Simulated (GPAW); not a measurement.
# In2O3 (R-3c) in GPAW: band structure with LDA

Aim: the band structure of In2O3 with LDA.

Everything below comes from runs of GPAW 26.7.0. Logs are shortened: lines on timing, memory, paths and dates and some standing lists are left out, and cuts for length are marked. The log counts tension as positive stress, the text compression.

**The experiment to reproduce.**

“Fabrication and performance enhancement of an In2O3/BiVO4 heterojunction for N-butanol gas sensing applications”, 2024, pmc:11650617 reports, for a powder of In2O3: band gap 3.08 eV (optical).

How close the calculation comes is told below.

## Step 1: Starting point

Symmetry: R-3c, No. 167, trigonal system. The conventional cell has a = 5.487 Å, b = 5.487 Å, c = 14.510 Å, α = 90.00°, β = 90.00°, γ = 120.00°. In (site symmetry 3) is surrounded by 6 O at 2.12 to 2.26 Å. O (site symmetry 2) has 4 In at 2.12 to 2.26 Å as nearest neighbours.

## Step 2: Band structure, LDA

Contents of run.py:

```python
from ase import Atoms
from ase.dft.bandgap import bandgap
from ase.io import write
from ase.units import GPa
from gpaw import GPAW, PW

atoms = Atoms(['In', 'In', 'In', 'In', 'O', 'O', 'O', 'O', 'O', 'O'],
              cell=[[2.7435, 1.5839604635, 4.8366666667],
                    [-2.7435, 1.5839604635, 4.8366666667],
                    [0.0, -3.167920927, 4.8366666667]],
              scaled_positions=[[0.85731, 0.85731, 0.85731],
                                [0.64269, 0.64269, 0.64269],
                                [0.14269, 0.14269, 0.14269],
                                [0.35731, 0.35731, 0.35731],
                                [0.048, 0.75, 0.452],
                                [0.75, 0.452, 0.048],
                                [0.452, 0.048, 0.75],
                                [0.952, 0.25, 0.548],
                                [0.25, 0.548, 0.952],
                                [0.548, 0.952, 0.25]],
              pbc=True)

calc = GPAW(mode=PW(800),
            xc='LDA',
            kpts={'size': (4, 4, 4), 'gamma': True},
            occupations={'name': 'fermi-dirac', 'width': 0.05},
            nbands=69,
            convergence={'density': 1e-05, 'energy': 1e-05},
            maxiter=150,
            txt='gpaw.txt')
atoms.calc = calc
energy = atoms.get_potential_energy()
forces = atoms.get_forces()
stress = atoms.get_stress()
calc.write('gs.gpw')
write('result.traj', atoms)
print(f'Energy: {energy:.6f} eV')
print('Forces (eV/A):')
print(forces.round(4))
print('Stress (GPa):', (stress / GPa).round(3))
print('Fermi level:', round(calc.get_fermi_level(), 4), 'eV')
print(f'Gap: {bandgap(calc)[0]:.4f} eV, direct: {bandgap(calc, direct=True)[0]:.4f} eV')

path = atoms.cell.bandpath('GLB1,BZGX,QFP1Z,LP', npoints=80, eps=1e-4)
bs_calc = calc.fixed_density(kpts=path, symmetry='off', nbands=98,
                             convergence={'bands': 'CBM+6.0', 'eigenstates': 1e-6}, txt='bands.txt')
bs = bs_calc.band_structure()
bs.write('bs.json')
print(f'Gap on the path: {bandgap(bs_calc)[0]:.4f} eV')
```

Potentials or basis: the program's PAW data sets (release 1.2.1) made for this functional, pw.

On the command line:

```sh
> OMP_NUM_THREADS=1 python run.py
```

gpaw.txt:

```text
__  _  _
 | _ |_)|_||  |
 |__||  | ||/\| - 26.7.0

Input parameters:
  mode=PW(ecut=800.0),
  convergence={'density': 1e-05, 'energy': 1e-05},
  kpts=MonkhorstPack(size=(4, 4, 4), gamma=True),
  maxiter=150,
  nbands=69,
  occupations=Occupations(name='fermi-dirac', width=0.05),
  xc=XC(name='LDA')

Diagonalizing LCAO Hamiltonian
Converting LCAO to pw mode

             In

           O In
                  O
          O
                O
        O
             InO

             In

Atoms  # Å, Bohr magnetons
|   | symbol |         x |         y |         z |    initial magnetic moments |
|---|--------|-----------|-----------|-----------|-----------------------------|
| 0 |     In |  0.000000 | -0.000000 | 12.439568 | ( 0.0000,  0.0000,  0.0000) |
| 1 |     In | -0.000000 |  0.000000 |  9.325432 | ( 0.0000,  0.0000,  0.0000) |
| 2 |     In |  0.000000 | -0.000000 |  2.070432 | ( 0.0000,  0.0000,  0.0000) |
| 3 |     In | -0.000000 | -0.000000 |  5.184568 | ( 0.0000,  0.0000,  0.0000) |
| 4 |      O | -1.925937 | -0.167900 |  6.045833 | ( 0.0000,  0.0000,  0.0000) |
| 5 |      O |  0.817563 |  1.751860 |  6.045833 | ( 0.0000,  0.0000,  0.0000) |
| 6 |      O |  1.108374 | -1.583960 |  6.045833 | ( 0.0000,  0.0000,  0.0000) |
| 7 |      O |  1.925937 |  0.167900 |  8.464167 | ( 0.0000,  0.0000,  0.0000) |
| 8 |      O | -0.817563 | -1.751860 |  8.464167 | ( 0.0000,  0.0000,  0.0000) |
| 9 |      O | -1.108374 |  1.583960 |  8.464167 | ( 0.0000,  0.0000,  0.0000) |

Unit cell  # Å
| periodic |         x |         y |        z |  lengths |    angles |
|----------|-----------|-----------|----------|----------|-----------|
|      yes |  2.743500 |  1.583960 | 4.836667 | 5.781788 | 56.654541 |
|      yes | -2.743500 |  1.583960 | 4.836667 | 5.781788 | 56.654541 |
|      yes |  0.000000 | -3.167921 | 4.836667 | 5.781788 | 56.654541 |

Number of symmetries: 6
Symmetry operations  # r_c * U_cc + t_c -> r_c
|   | kind |            matrix            |
|---|------|------------------------------|
| 0 |  E   |  1, 0, 0,  0, 1, 0,  0, 0, 1 |
| 1 |  C3  |  0, 1, 0,  0, 0, 1,  1, 0, 0 |
| 2 |  C3  |  0, 0, 1,  1, 0, 0,  0, 1, 0 |
| 3 |  S6  |  0, 0,-1, -1, 0, 0,  0,-1, 0 |
| 4 |  S6  |  0,-1, 0,  0, 0,-1, -1, 0, 0 |
| 5 |  i   | -1, 0, 0,  0,-1, 0,  0, 0,-1 |

BZ-sampling:
  Number of BZ points: 64
  Number of IBZ points: 14

  Monkhorst-Pack size: [4, 4, 4]
  Monkhorst-Pack shift: [0.125, 0.125, 0.125]

K-points  # in reciprocal-cell coordinates
|     |                                coordinates |     weight |
|-----|--------------------------------------------|------------|
|   0 | (  0.00000000,   0.00000000,   0.00000000) | 0.01562500 |
|   1 | (  0.25000000,   0.00000000,  -0.25000000) | 0.09375000 |
|   2 | (  0.25000000,   0.00000000,   0.00000000) | 0.09375000 |
|   3 | (  0.25000000,   0.25000000,  -0.25000000) | 0.09375000 |
|   4 | (  0.25000000,   0.25000000,   0.00000000) | 0.09375000 |
|   5 | (  0.25000000,   0.25000000,   0.25000000) | 0.03125000 |
|   6 | (  0.50000000,   0.00000000,   0.00000000) | 0.04687500 |
|   7 | (  0.50000000,   0.00000000,   0.25000000) | 0.09375000 |
|   8 | (  0.50000000,   0.25000000,  -0.25000000) | 0.09375000 |
|   9 | (  0.50000000,   0.25000000,   0.00000000) | 0.09375000 |
| ... |                                            |            |
|  13 | (  0.50000000,   0.50000000,   0.50000000) | 0.01562500 |

Plane wave coefficients: 6533
Cutoff: 800.0 eV

Spin-components: 1 (collinear spins)
Bands:           69
Projectors:      54
Spin-degeneracy: 2
Datatype:        complex128

Parallelization:
  kpt:    1
  domain: 1
  band:   1

Density:
  Valence electrons: 88.0
  Components: 1
  Grid points: [40 40 40]
  Charge: 0.0  # |e|

Potential:
  Grid points: [40 40 40]

species:
  In:
    name:    Indium
    Z:       49.0
    valence: 13
    core:    36
    charge:  0.0  # [|e|]
    compensation charges:
      type: gauss
      rc: 0.36  # [Å]
      lmax: 2
    cutoffs:
      filter: 2.09  # [Å]
      core: 2.48  # [Å]
    projectors
    | kind |    occ | energy [eV] | rcut [Å] |
    |------|--------|-------------|----------|
    |   5s |  2.000 |      -8.474 |    1.185 |
    |   5p |  1.000 |      -2.700 |    1.244 |
    |   4d | 10.000 |     -18.723 |    1.148 |
    |    s |        |      18.738 |    1.185 |
    |    p |        |      24.512 |    1.244 |
    |    d |        |       8.489 |    1.148 |

    Using partial waves for In as LCAO basis

  O:
    name:    Oxygen
    Z:       8.0
    valence: 6
    core:    2
    charge:  0.0  # [|e|]
    compensation charges:
      type: gauss
      rc: 0.21  # [Å]
      lmax: 2
    cutoffs:
      filter: 1.17  # [Å]
      core: 0.83  # [Å]
    projectors
    | kind |    occ | energy [eV] | rcut [Å] |
    |------|--------|-------------|----------|
    |   2s |  2.000 |     -23.752 |    0.688 |
    |   2p |  4.000 |      -9.195 |    0.598 |
    |    s |        |       3.459 |    0.688 |
    |    p |        |      18.016 |    0.598 |
    |    d |        |       0.000 |    0.619 |

    Using partial waves for O as LCAO basis

Reference energy: -651504.610097  # eV

eigensolver:
  PPCG
  Converge bands: occupied
  niter=2

density mixing:
  MSR1-Mixer
  Pratt-step length: 0.05
  Maximum mixing coefficient: 0.75
  Old densities: 10
  SVD Regularization: 0.005
  Good broyden scale: 1.0
  Trust region scale: 1.0
  Backstep threshold: 4.0
  History deletion threshold: 6.0
  Fourier metric: weight=20.0, sigma=0.015

occupation numbers:
  Fermi-Dirac:
    width: 0.0500  # eV

poisson solver:
  ecut: 6400.0  # eV

xc functional:
  name: None

convergence criteria:
- Maximum integral of absolute [dens]ity change: 1e-05 electrons / valence electron
- Maximum [total energy] change in last 3 cyles: 1e-05 eV / valence electron
- Maximum integral of absolute [eigenst]ate change: 4e-08 eV^2 / valence electron
maximum number of iterations: 150

SCF iterations
|iter     | |      energy | eigst |  dens |
|---------|-|-------------|-------|-------|
|iter:   1| |  -74.830840 | +0.17 |       |
|iter:   2| |  -72.431680 | -1.26 | -0.92 |
|iter:   3| |  -66.210431 | -0.50 | -0.97 |
|iter:   4| |  -66.120803 | -2.70 | -1.51 |
|iter:   5| |  -66.089875 | -3.34 | -1.78 |
|iter:   6| |  -66.089985 | -4.66 | -2.89 |
|iter:   7| |  -66.090019c| -5.83 | -3.32 |
|iter:   8| |  -66.090018c| -6.98 | -4.16 |
|iter:   9| |  -66.090018c| -7.45c| -5.06c|

Converged in 9 steps
Energy contributions relative to reference atoms: (reference = -651504.610097)

Energy contributions:
  Kinetic:         139.407941
  Coulomb:        -127.227074
  Zero:              0.911256
  External:          0.000000
  Xc:              -79.182141
  Entropy:          -0.000001
  Spinorbit:         0.000000
  ----------------------------
  Free energy:     -66.090019
  Extrapolated:    -66.090018

dipole moment: (0.000000, -0.000000, 0.000006)  # |e|*Ang

Fermi level: 5.963
Eigenvalues  # (at kpt = [0.000, 0.000, 0.000])
| band index |      eig [eV] | occ [0-2] |
|------------|---------------|-----------|
|          0 |       -12.126 |     2.000 |
|        ... |               |           |
|         36 |         4.478 |     2.000 |
|         37 |         4.783 |     2.000 |
|         38 |         4.915 |     2.000 |
|         39 |         4.915 |     2.000 |
|         40 |         5.014 |     2.000 |
|         41 |         5.014 |     2.000 |
|         42 |         5.260 |     2.000 |
|         43 |         5.260 |     2.000 |
|         44 |         6.481 |     0.000 |
|         45 |        10.692 |     0.000 |
|         46 |        11.369 |     0.000 |
|         47 |        12.457 |     0.000 |
|         48 |        14.304 |     0.000 |
|         49 |        14.320 |     0.000 |
|         50 |        14.320 |     0.000 |
|         51 |        14.595 |     0.000 |
|        ... |               |           |
|         68 |        24.002 |     0.000 |

Gap: 1.194 eV
Transition (v -> c):
  (s=0, k=2, n=43, [0.25, 0.00, 0.00]) -> (s=0, k=0, n=44, [0.00, 0.00, 0.00])
Direct/indirect transitions are different
Direct gap: 1.221 eV
Transition at: (s=0, k=0, n=43, [0.00, 0.00, 0.00])

Forces  # eV/Ang
|        x |        y |        z |
|----------|----------|----------|
|  0.00000 |  0.00000 | -0.09558 |  # In   0
|  0.00000 |  0.00000 |  0.09575 |  # In   1
| -0.00000 |  0.00000 |  0.09558 |  # In   2
|  0.00000 |  0.00000 | -0.09575 |  # In   3
| -0.07816 | -0.13553 | -0.00023 |  # O    4
| -0.07829 |  0.13546 | -0.00023 |  # O    5
|  0.15646 |  0.00007 | -0.00023 |  # O    6
|  0.07816 |  0.13553 |  0.00023 |  # O    7
|  0.07829 | -0.13546 |  0.00023 |  # O    8
| -0.15646 | -0.00007 |  0.00023 |  # O    9

Stress tensor  # eV/Ang^3
|        x |        y |        z |
|----------|----------|----------|
| 0.025236 | 0.000000 | 0.000000 |
| 0.000000 | 0.025236 | 0.000000 |
| 0.000000 | 0.000000 | 0.026420 |

# Writing to gs.gpw (mode='')
```

It took 15 min on 1 thread of Arm Neoverse V2, shared host; peak memory 1.5 GiB.

Results:

```
Free energy             : -66.0900 eV
Pressure                : -4.1 GPa
Largest force           : 0.156 eV/Å
Band gap on the k mesh  : 1.19 eV, indirect (least direct gap 1.22 eV)
Band gap along the path : 1.18 eV, indirect (least direct gap 1.22 eV)
```

Forces on the atoms (eV/Å):
```
In   0.000  0.000 -0.096
In   0.000  0.000  0.096
In   0.000  0.000  0.096
In   0.000  0.000 -0.096
O   -0.078 -0.136  0.000
O   -0.078  0.135  0.000
O    0.156  0.000  0.000
O    0.078  0.136  0.000
O    0.078 -0.135  0.000
O   -0.156  0.000  0.000
```

Levels at the corners of the path, in eV from the valence-band top:
```tsv
point	band 40	band 41	band 42	band 43	band 44	band 45	band 46	band 47	band 48	band 49
Γ	-0.38	-0.28	-0.28	-0.04	-0.04	1.18	5.39	6.07	7.16	9.01
L	-0.95	-0.78	-0.78	-0.07	-0.07	4.86	4.86	5.72	5.72	8.23
B1	-0.81	-0.35	-0.35	-0.16	-0.16	5.46	5.46	5.79	5.79	7.50
B	-0.81	-0.35	-0.35	-0.16	-0.16	5.46	5.46	5.79	5.79	7.50
Z	-1.13	-0.19	-0.19	-0.19	-0.19	4.31	4.31	7.01	7.01	8.06
Γ	-0.38	-0.28	-0.28	-0.04	-0.04	1.18	5.39	6.07	7.16	9.01
X	-0.54	-0.46	-0.27	-0.21	-0.07	5.18	5.40	5.62	6.08	7.34
Q	-0.54	-0.46	-0.27	-0.21	-0.07	5.18	5.40	5.62	6.08	7.34
F	-0.90	-0.56	-0.35	-0.09	-0.04	5.09	5.40	6.34	6.43	7.17
P1	-0.82	-0.40	-0.38	-0.32	-0.11	5.35	5.52	5.63	6.47	6.93
Z	-1.13	-0.19	-0.19	-0.19	-0.19	4.31	4.31	7.01	7.01	8.06
L	-0.95	-0.78	-0.78	-0.07	-0.07	4.86	4.86	5.72	5.72	8.23
P	-0.82	-0.40	-0.38	-0.32	-0.11	5.35	5.52	5.63	6.47	6.93
```

Caveat: spin-orbit coupling is left out, which moves the levels of the heavy elements.

## Step 3: How close it comes

Step 2. Against the measured gap of In2O3, 3.08 eV (optical; powder; “Fabrication and performance enhancement of an In2O3/BiVO4 heterojunction for N-butanol gas sensing applications”, 2024, pmc:11650617), the calculated 1.18 eV is off by -1.90 eV. So large a miss can be the level of theory's own, or it may mean another phase, state or a wrong row. Spin-orbit coupling on In is left out. The value is that of LDA, without temperature or zero-point motion. Semilocal functionals fall short of measured gaps as a rule.
